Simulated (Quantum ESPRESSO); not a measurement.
# HgSe (F-43m) in Quantum ESPRESSO: notebook

Runs on HgSe. Level: PBEsol. Tasks: single point, equation of state.

Program: Quantum ESPRESSO 7.5. These are calculated values, not measurements. Logs are shortened: lines on timing, memory, paths and dates and some standing lists are left out, and cuts for length are marked.

**What was measured.**

From “The pseudo-binary mercury chalcogenide alloy HgSe0.7S0.3 at high pressure: a mechanism of the zinc blende/cinnabar reconstructive phase transition”, 2002, arxiv:cond-mat/0209548, for a bulk crystal of HgSe: bulk modulus 51.6 ± 0.2 GPa.

How close the calculation comes is told below.

### Step 1. The crystal as given

Symmetry: F-43m, No. 216, cubic system. Conventional cell: a = 6.078 Å, b = 6.078 Å, c = 6.078 Å, α = 90.00°, β = 90.00°, γ = 90.00°. Hg (site symmetry -43m) has 4 Se at 2.63 Å as nearest neighbours. Se (site symmetry -43m) is surrounded by 4 Hg at 2.63 Å.

### Step 2. Single point, PBEsol, 26.38 Å³/atom

Contents of pw.in:

```
&CONTROL
  calculation = 'scf'
  prefix = 'pwscf'
  outdir = './tmp'
  pseudo_dir = './pseudo'
  tprnfor = .true.
  tstress = .true.
  disk_io = 'nowf'
/
&SYSTEM
  ibrav = 0
  nat = 2
  ntyp = 2
  ecutwfc = 86
  nbnd = 26
  occupations = 'smearing'
  smearing = 'fd'
  degauss = 0.00367493
/
&ELECTRONS
  conv_thr = 4d-10
  electron_maxstep = 120
  mixing_beta = 0.5
/
ATOMIC_SPECIES
Hg   200.5920 Hg.upf
Se    78.9710 Se.upf
CELL_PARAMETERS angstrom
   0.0000000000    2.9769621844    2.9769621844
   2.9769621844    0.0000000000    2.9769621844
   2.9769621844    2.9769621844    0.0000000000
ATOMIC_POSITIONS crystal
Hg     0.0000000000    0.0000000000    0.0000000000
Se     0.7500000000    0.7500000000    0.7500000000
K_POINTS automatic
8 8 8 0 0 0
```

Potentials or basis: PseudoDojo 0.4.1 SR PBEsol standard.

Started as:

```sh
> OMP_NUM_THREADS=1 pw.x -in pw.in > pw.out
```

pw.out:

```text
This program is part of the open-source Quantum ESPRESSO suite
     for quantum simulation of materials; please cite
[... 9 lines left out ...]
     --------------------
     sticks:   dense  smooth     PW     G-vecs:    dense   smooth      PW
     Sum        1507    1507    433                38421    38421    5961

     Using Slab Decomposition

     bravais-lattice index     =            0
     lattice parameter (alat)  =       7.9559  a.u.
     unit-cell volume          =     356.0792 (a.u.)^3
     number of atoms/cell      =            2
     number of atomic types    =            2
     number of electrons       =        36.00
     number of Kohn-Sham states=           26
     kinetic-energy cutoff     =      86.0000  Ry
     charge density cutoff     =     344.0000  Ry
     scf convergence threshold =      4.0E-10
     mixing beta               =       0.5000
     number of iterations used =            8  plain     mixing
     Exchange-correlation= PBESOL
                           (   1   4  10   8   0   0   0)

     celldm(1)=   7.955861  celldm(2)=   0.000000  celldm(3)=   0.000000
     celldm(4)=   0.000000  celldm(5)=   0.000000  celldm(6)=   0.000000

     crystal axes: (cart. coord. in units of alat)
               a(1) = (   0.000000   0.707107   0.707107 )
               a(2) = (   0.707107   0.000000   0.707107 )
               a(3) = (   0.707107   0.707107   0.000000 )

     reciprocal axes: (cart. coord. in units 2 pi/alat)
               b(1) = ( -0.707107  0.707107  0.707107 )
               b(2) = (  0.707107 -0.707107  0.707107 )
               b(3) = (  0.707107  0.707107 -0.707107 )

     PseudoPot. # 1 for Hg read from file:
     Hg.upf
     Pseudo is Norm-conserving + core correction, Zval = 20.0
     Generated using ONCVPSP code by D. R. Hamann
     Using radial grid of 1246 points,  7 beta functions with:
                l(1) =   0
                l(2) =   0
                l(3) =   1
                l(4) =   1
                l(5) =   2
                l(6) =   2
                l(7) =   3

     PseudoPot. # 2 for Se read from file:
     Se.upf
     Pseudo is Norm-conserving + core correction, Zval = 16.0
     Generated using ONCVPSP code by D. R. Hamann
     Using radial grid of 1198 points,  6 beta functions with:
                l(1) =   0
                l(2) =   0
                l(3) =   1
                l(4) =   1
                l(5) =   2
                l(6) =   2

     atomic species   valence    mass     pseudopotential
     Hg               20.00   200.59200     Hg( 1.00)
     Se               16.00    78.97100     Se( 1.00)

     24 Sym. Ops. (no inversion) found

   Cartesian axes

     site n.     atom                  positions (alat units)
         1        Hg     tau(   1) = (   0.0000000   0.0000000   0.0000000  )
         2        Se     tau(   2) = (   1.0606602   1.0606602   1.0606602  )

     number of k points=    29  Fermi-Dirac smearing, width (Ry)=  0.0037
                       cart. coord. in units 2pi/alat
        k(    1) = (   0.0000000   0.0000000   0.0000000), wk =   0.0039062
        k(    2) = (   0.0883883   0.0883883  -0.0883883), wk =   0.0312500
        k(    3) = (   0.1767767   0.1767767  -0.1767767), wk =   0.0312500
        k(    4) = (   0.2651650   0.2651650  -0.2651650), wk =   0.0312500
        k(    5) = (  -0.3535534  -0.3535534   0.3535534), wk =   0.0156250
        k(    6) = (   0.1767767   0.0000000   0.0000000), wk =   0.0234375
[... 21 lines left out ...]
        k(   28) = (  -0.7071068   0.1767767  -0.0000000), wk =   0.0468750
        k(   29) = (  -0.7071068   0.3535534   0.0000000), wk =   0.0234375

     Dense  grid:    38421 G-vectors     FFT dimensions: (  48,  48,  48)

     Initial potential from superposition of free atoms

     starting charge      35.9999, renormalised to      36.0000
     Starting wfcs are   19 randomized atomic wfcs +    7 random wfcs

     Self-consistent Calculation

     iteration #  1     ecut=    86.00 Ry     beta= 0.50
     Davidson diagonalization with overlap
     ethr =  1.00E-02,  avg # of iterations =  5.3

     Threshold (ethr) on eigenvalues was too large:
     Diagonalizing with lowered threshold

     Davidson diagonalization with overlap
     ethr =  1.90E-04,  avg # of iterations =  2.4

     total energy              =    -575.32763790 Ry
     estimated scf accuracy    <       0.06884975 Ry

     iteration #  2     ecut=    86.00 Ry     beta= 0.50
     Davidson diagonalization with overlap
     ethr =  1.91E-04,  avg # of iterations =  2.2
[... 36 lines left out ...]
     total energy              =    -575.34800758 Ry
     estimated scf accuracy    <          2.9E-09 Ry

     iteration #  8     ecut=    86.00 Ry     beta= 0.50
     Davidson diagonalization with overlap
     ethr =  8.06E-12,  avg # of iterations =  2.0

     End of self-consistent calculation

          k = 0.0000 0.0000 0.0000 (  4813 PWs)   bands (ev):

  -104.9025 -53.1947 -53.1947 -53.1947 -37.7250 -37.7250 -37.7250 -37.7195
   -37.7195  -3.8924   2.5108   2.5108   2.5108   3.3786   3.3786   9.1260
    10.0913  10.0913  10.0913  15.4290  15.4290  15.4290  18.5336  21.5423
    21.5424  21.8470

          k = 0.0884 0.0884-0.0884 (  4804 PWs)   bands (ev):

  -104.9025 -53.1948 -53.1948 -53.1948 -37.7251 -37.7250 -37.7250 -37.7195
   -37.7195  -3.8147   2.5334   2.5458   2.5458   3.3754   3.3754   8.1706
     9.9082   9.9082  10.6942  15.0789  15.6684  15.6684  19.5580  20.5170
    20.5170  21.2897
[... 15 lines left out ...]
          k =-0.3536-0.3536 0.3536 (  4802 PWs)   bands (ev):

  -104.9025 -53.1953 -53.1948 -53.1948 -37.7253 -37.7250 -37.7250 -37.7195
   -37.7195  -3.3300   2.7065   2.7065   3.4354   3.4354   3.7497   4.0531
     8.9784   8.9784  11.1210  16.2502  16.2502  17.0732  19.1783  21.9018
    21.9018  23.0007

          k = 0.1768 0.0000 0.0000 (  4817 PWs)   bands (ev):

  -104.9025 -53.1948 -53.1948 -53.1948 -37.7251 -37.7250 -37.7250 -37.7195
   -37.7195  -3.7887   2.4990   2.5790   2.5790   3.3487   3.3981   8.1130
     9.6148   9.6148  11.1790  14.5025  15.9976  15.9976  19.2290  20.1161
    21.5490  22.4165

          k = 0.2652 0.0884-0.0884 (  4797 PWs)   bands (ev):

  -104.9025 -53.1950 -53.1948 -53.1948 -37.7252 -37.7250 -37.7250 -37.7195
   -37.7195  -3.6330   2.5433   2.6627   2.6762   3.3349   3.4163   7.0411
     9.1621   9.1753  11.7783  14.3397  16.2923  16.5365  18.8611  20.9376
    21.1343  22.7757
[... 22 lines left out ...]
          k =-0.0884-0.2652 0.2652 (  4789 PWs)   bands (ev):

  -104.9025 -53.1951 -53.1949 -53.1948 -37.7252 -37.7250 -37.7250 -37.7195
   -37.7195  -3.4992   2.6706   2.6786   2.8005   3.3507   3.4337   6.0940
     8.4160   9.4219  11.8509  15.4192  15.9992  16.2563  19.6322  20.4113
    21.4197  23.4041

          k = 0.0000-0.1768 0.1768 (  4805 PWs)   bands (ev):

  -104.9025 -53.1949 -53.1948 -53.1948 -37.7251 -37.7250 -37.7250 -37.7195
   -37.7195  -3.6979   2.5681   2.5868   2.6298   3.3502   3.3995   7.3731
     9.0969   9.8212  11.3733  14.8485  15.8483  16.0938  19.6349  20.2572
    20.6878  22.3301

          k = 0.3536 0.0000 0.0000 (  4801 PWs)   bands (ev):

  -104.9025 -53.1950 -53.1949 -53.1949 -37.7252 -37.7250 -37.7250 -37.7195
   -37.7195  -3.5291   2.5148   2.7646   2.7646   3.3082   3.4455   6.7741
     8.6529   8.6529  12.4364  13.4164  17.3295  17.3295  17.8334  21.5709
    22.7305  24.0083

          k = 0.4419 0.0884-0.0884 (  4780 PWs)   bands (ev):

  -104.9025 -53.1952 -53.1949 -53.1949 -37.7253 -37.7250 -37.7250 -37.7195
   -37.7195  -3.3654   2.6041   2.8625   2.8965   3.3762   3.4672   5.8611
     8.0610   8.2669  12.7634  13.6273  16.9027  17.8428  19.0397  21.7817
    22.8991  24.4756
[... 8 lines left out ...]
          k =-0.0884-0.4419 0.4419 (  4791 PWs)   bands (ev):

  -104.9025 -53.1952 -53.1951 -53.1949 -37.7253 -37.7251 -37.7250 -37.7195
   -37.7195  -3.2256   2.7493   2.8655   3.3009   3.4006   3.6949   4.5978
     7.0914   8.4820  12.8417  15.1054  17.1099  17.3224  19.4730  20.8680
    22.5526  24.3318

          k = 0.0000-0.3536 0.3536 (  4788 PWs)   bands (ev):

  -104.9025 -53.1952 -53.1950 -53.1948 -37.7252 -37.7251 -37.7250 -37.7195
   -37.7195  -3.3354   2.7406   2.7737   3.0629   3.3512   3.4814   5.4096
     7.3600   8.9822  12.6532  15.4338  15.9967  16.8103  19.8071  21.2085
    22.5722  23.1120

          k = 0.5303-0.0000 0.0000 (  4812 PWs)   bands (ev):

  -104.9025 -53.1953 -53.1949 -53.1949 -37.7254 -37.7250 -37.7250 -37.7195
   -37.7195  -3.2562   2.5907   2.9910   2.9910   3.4474   3.4936   5.4623
     7.8130   7.8130  12.8566  12.9489  17.9822  18.9991  18.9991  21.6028
    24.2091  24.6996

          k =-0.0884-0.6187 0.6187 (  4793 PWs)   bands (ev):

  -104.9025 -53.1953 -53.1950 -53.1950 -37.7254 -37.7251 -37.7250 -37.7195
   -37.7195  -3.1690   2.6654   3.0432   3.0720   3.4905   3.7295   4.8192
     7.3071   7.6860  12.8971  13.4206  17.9262  19.1314  19.7143  22.1121
    23.2388  23.5910

          k = 0.0000-0.5303 0.5303 (  4782 PWs)   bands (ev):

  -104.9025 -53.1952 -53.1951 -53.1949 -37.7253 -37.7251 -37.7250 -37.7195
   -37.7195  -3.1570   2.7413   2.9938   3.1827   3.4414   3.9815   4.4340
     6.8239   7.9561  12.9821  14.4938  17.9492  18.3344  18.6142  21.5867
    23.6923  24.5191

          k =-0.7071 0.0000 0.0000 (  4800 PWs)   bands (ev):

  -104.9025 -53.1953 -53.1950 -53.1950 -37.7254 -37.7250 -37.7250 -37.7195
   -37.7194  -3.1394   2.6236   3.1020   3.1020   3.5136   3.7988   4.6475
     7.4778   7.4778  12.8157  12.8539  18.5552  20.1787  20.1787  21.6196
    23.1887  23.1887

          k = 0.3536 0.1768 0.0000 (  4777 PWs)   bands (ev):

  -104.9025 -53.1951 -53.1949 -53.1948 -37.7252 -37.7250 -37.7250 -37.7195
   -37.7195  -3.4725   2.6152   2.7458   2.8099   3.3390   3.4471   6.2558
     8.1579   8.9904  12.4475  14.2981  16.1643  17.1679  19.0013  21.5331
    22.2205  22.9569

          k =-0.2652-0.4419 0.6187 (  4787 PWs)   bands (ev):

  -104.9025 -53.1952 -53.1950 -53.1949 -37.7253 -37.7251 -37.7250 -37.7195
   -37.7195  -3.3068   2.7311   2.7993   3.0794   3.4133   3.5021   5.1886
     7.5786   8.5902  12.7643  15.0233  15.9095  17.6428  19.6367  21.7559
    22.2878  23.0549
[... 15 lines left out ...]
          k =-0.0884-0.4419 0.6187 (  4798 PWs)   bands (ev):

  -104.9025 -53.1952 -53.1951 -53.1949 -37.7253 -37.7251 -37.7250 -37.7195
   -37.7195  -3.1692   2.7801   2.9401   3.1971   3.4029   3.8990   4.5579
     6.9805   7.7853  13.3962  14.6534  16.5636  18.1942  19.5960  22.0226
    22.9659  24.0249

          k = 0.0000-0.3536 0.5303 (  4783 PWs)   bands (ev):

  -104.9025 -53.1952 -53.1951 -53.1949 -37.7253 -37.7251 -37.7250 -37.7195
   -37.7195  -3.1978   2.7979   2.8763   3.2688   3.3630   3.7332   4.7288
     6.9037   8.1069  13.3685  15.1828  15.9295  18.3646  19.1904  21.1873
    23.4829  24.4089

          k =-0.7071 0.1768-0.0000 (  4812 PWs)   bands (ev):

  -104.9025 -53.1953 -53.1950 -53.1950 -37.7254 -37.7251 -37.7250 -37.7195
   -37.7195  -3.1401   2.7196   3.0296   3.1298   3.4617   3.9595   4.5130
     7.2047   7.4284  13.3124  13.5937  17.9788  18.1806  20.4001  22.3597
    22.8512  23.1792

          k =-0.7071 0.3536 0.0000 (  4788 PWs)   bands (ev):

  -104.9025 -53.1952 -53.1951 -53.1950 -37.7253 -37.7251 -37.7250 -37.7195
   -37.7195  -3.1408   2.8265   2.9742   3.2467   3.3135   4.1149   4.3756
     6.9432   7.3855  13.8677  15.0720  16.1300  17.3442  20.6069  22.4845
    22.7009  23.3084

     the Fermi energy is    10.1398 ev

!    total energy              =    -575.34800758 Ry
     estimated scf accuracy    <          4.7E-11 Ry
     smearing contrib. (-TS)   =      -0.00004007 Ry
     internal energy E=F+TS    =    -575.34796750 Ry

     The total energy is F=E-TS. E is the sum of the following terms:
     one-electron contribution =    -331.84923005 Ry
     hartree contribution      =     172.32479448 Ry
     xc contribution           =    -102.88966741 Ry
     ewald contribution        =    -312.93386452 Ry

     convergence has been achieved in   8 iterations

     Forces acting on atoms (cartesian axes, Ry/au):

     atom    1 type  1   force =     0.00000000    0.00000000   -0.00000000
     atom    2 type  2   force =    -0.00000000   -0.00000000    0.00000000

     Total force =     0.000000     Total SCF correction =     0.000000

     Computing stress (Cartesian axis) and pressure

          total   stress  (Ry/bohr**3)                   (kbar)     P=       56.48
   0.00038393   0.00000000   0.00000000           56.48        0.00        0.00
   0.00000000   0.00038393  -0.00000000            0.00       56.48       -0.00
  -0.00000000  -0.00000000   0.00038393           -0.00       -0.00       56.48

=------------------------------------------------------------------------------=
   JOB DONE.
=------------------------------------------------------------------------------=
```

It took 57 s on 1 thread of Arm Neoverse V1, shared host; peak memory 0.14 GiB.

Results:

| Quantity | Value |
| --- | --- |
| Free energy | -7828.0084 eV |
| Pressure | 5.6 GPa |
| Band gap on the k mesh | none (metal or under the smearing width) |

### Step 3. Single point, PBEsol, 26.94 Å³/atom

Changes to pw.in since step 2:

```diff
@@ -28,5 +28,5 @@
 CELL_PARAMETERS angstrom
-   0.0000000000    2.9769621844    2.9769621844
-   2.9769621844    0.0000000000    2.9769621844
-   2.9769621844    2.9769621844    0.0000000000
+   0.0000000000    2.9979273976    2.9979273976
+   2.9979273976    0.0000000000    2.9979273976
+   2.9979273976    2.9979273976    0.0000000000
 ATOMIC_POSITIONS crystal
```

Potentials or basis: PseudoDojo 0.4.1 SR PBEsol standard.

Started as:

```sh
> OMP_NUM_THREADS=1 pw.x -in pw.in > pw.out
```

It took 58 s on 1 thread of Arm Neoverse V1, shared host; peak memory 0.15 GiB.

Results (log left out):

```
Free energy            : -7828.0424 eV
Pressure               : 4.1 GPa
Band gap on the k mesh : none (metal or under the smearing width)
```

### Step 4. Single point, PBEsol, 27.51 Å³/atom

Changes to pw.in since step 3:

```diff
@@ -28,5 +28,5 @@
 CELL_PARAMETERS angstrom
-   0.0000000000    2.9979273976    2.9979273976
-   2.9979273976    0.0000000000    2.9979273976
-   2.9979273976    2.9979273976    0.0000000000
+   0.0000000000    3.0186034123    3.0186034123
+   3.0186034123    0.0000000000    3.0186034123
+   3.0186034123    3.0186034123    0.0000000000
 ATOMIC_POSITIONS crystal
```

Started as:

```sh
> OMP_NUM_THREADS=1 pw.x -in pw.in > pw.out
```

It took 58 s on 1 thread of Arm Neoverse V1, shared host; peak memory 0.15 GiB.

It converged, with:

```
Free energy            : -7828.0659 eV
Pressure               : 2.7 GPa
Band gap on the k mesh : none (metal or under the smearing width)
```

### Step 5. Single point, PBEsol, 28.07 Å³/atom

Changes to pw.in since step 4:

```diff
@@ -28,5 +28,5 @@
 CELL_PARAMETERS angstrom
-   0.0000000000    3.0186034123    3.0186034123
-   3.0186034123    0.0000000000    3.0186034123
-   3.0186034123    3.0186034123    0.0000000000
+   0.0000000000    3.0390000000    3.0390000000
+   3.0390000000    0.0000000000    3.0390000000
+   3.0390000000    3.0390000000    0.0000000000
 ATOMIC_POSITIONS crystal
```

Started as:

```sh
> OMP_NUM_THREADS=1 pw.x -in pw.in > pw.out
```

Run time: 59 s. Hardware: 1 thread of Arm Neoverse V1, shared host; peak memory 0.16 GiB.

It converged, with:

| Quantity | Value |
| --- | --- |
| Free energy | -7828.0802 eV |
| Pressure | 1.4 GPa |
| Band gap on the k mesh | none (metal or under the smearing width) |

### Step 6. Single point, PBEsol, 28.63 Å³/atom

Changes to pw.in since step 5:

```diff
@@ -28,5 +28,5 @@
 CELL_PARAMETERS angstrom
-   0.0000000000    3.0390000000    3.0390000000
-   3.0390000000    0.0000000000    3.0390000000
-   3.0390000000    3.0390000000    0.0000000000
+   0.0000000000    3.0591264144    3.0591264144
+   3.0591264144    0.0000000000    3.0591264144
+   3.0591264144    3.0591264144    0.0000000000
 ATOMIC_POSITIONS crystal
```

Potentials or basis: PseudoDojo 0.4.1 SR PBEsol standard.

Started as:

```sh
> OMP_NUM_THREADS=1 pw.x -in pw.in > pw.out
```

It took 70 s on 1 thread of Arm Neoverse V1, shared host; peak memory 0.15 GiB.

The run converged. Its results:

```yaml
Free_energy: -7828.0862 eV
Pressure: 0.3 GPa
Band_gap_on_the_k_mesh: none (metal or under the smearing width)
```

### Step 7. Single point, PBEsol, 29.19 Å³/atom

Changes to pw.in since step 6:

```diff
@@ -28,5 +28,5 @@
 CELL_PARAMETERS angstrom
-   0.0000000000    3.0591264144    3.0591264144
-   3.0591264144    0.0000000000    3.0591264144
-   3.0591264144    3.0591264144    0.0000000000
+   0.0000000000    3.0789914282    3.0789914282
+   3.0789914282    0.0000000000    3.0789914282
+   3.0789914282    3.0789914282    0.0000000000
 ATOMIC_POSITIONS crystal
```

Started as:

```sh
> OMP_NUM_THREADS=1 pw.x -in pw.in > pw.out
```

Run time: 72 s. Hardware: 1 thread of Arm Neoverse V1, shared host; peak memory 0.15 GiB.

The run converged. Its results:

* Free energy: -7828.0849 eV
* Pressure: -0.7 GPa
* Band gap on the k mesh: none (metal or under the smearing width)

### Step 8. Single point, PBEsol, 29.75 Å³/atom

Changes to pw.in since step 7:

```diff
@@ -28,5 +28,5 @@
 CELL_PARAMETERS angstrom
-   0.0000000000    3.0789914282    3.0789914282
-   3.0789914282    0.0000000000    3.0789914282
-   3.0789914282    3.0789914282    0.0000000000
+   0.0000000000    3.0986033673    3.0986033673
+   3.0986033673    0.0000000000    3.0986033673
+   3.0986033673    3.0986033673    0.0000000000
 ATOMIC_POSITIONS crystal
```

Started as:

```sh
> OMP_NUM_THREADS=1 pw.x -in pw.in > pw.out
```

Wall time 73 s (1 thread of Arm Neoverse V1, shared host); peak memory 0.16 GiB.

It converged, with:

* Free energy: -7828.0770 eV
* Pressure: -1.6 GPa
* Band gap on the k mesh: none (metal or under the smearing width)

### Step 9. Equation of state, PBEsol

Potentials or basis: PseudoDojo 0.4.1 SR PBEsol standard.

No new run: the results of the series are fitted here.

Results:

- Equilibrium volume: 28.80 Å³/atom
- Bulk modulus: 52 GPa
- Pressure derivative of the bulk modulus: 5.0

Energy against volume, from the lowest point:
| volume (Å³/atom) | energy (meV/atom) |
| --- | --- |
| 26.383 | 38.88 |
| 26.944 | 21.89 |
| 27.505 | 10.12 |
| 28.067 | 3.00 |
| 28.628 | 0.00 |
| 29.189 | 0.67 |
| 29.751 | 4.60 |

Spin-orbit coupling is left out, which matters for the levels of Hg.

### Step 10. Against experiment

Step 9. Against the measured bulk modulus of HgSe, 51.6 GPa (quoted in “The pseudo-binary mercury chalcogenide alloy HgSe0.7S0.3 at high pressure: a mechanism of the zinc blende/cinnabar reconstructive phase transition”, 2002, arxiv:cond-mat/0209548), the calculated 52 GPa is off by +0.4 %. The fit is for a static lattice scaled at fixed shape and fixed fractional positions.
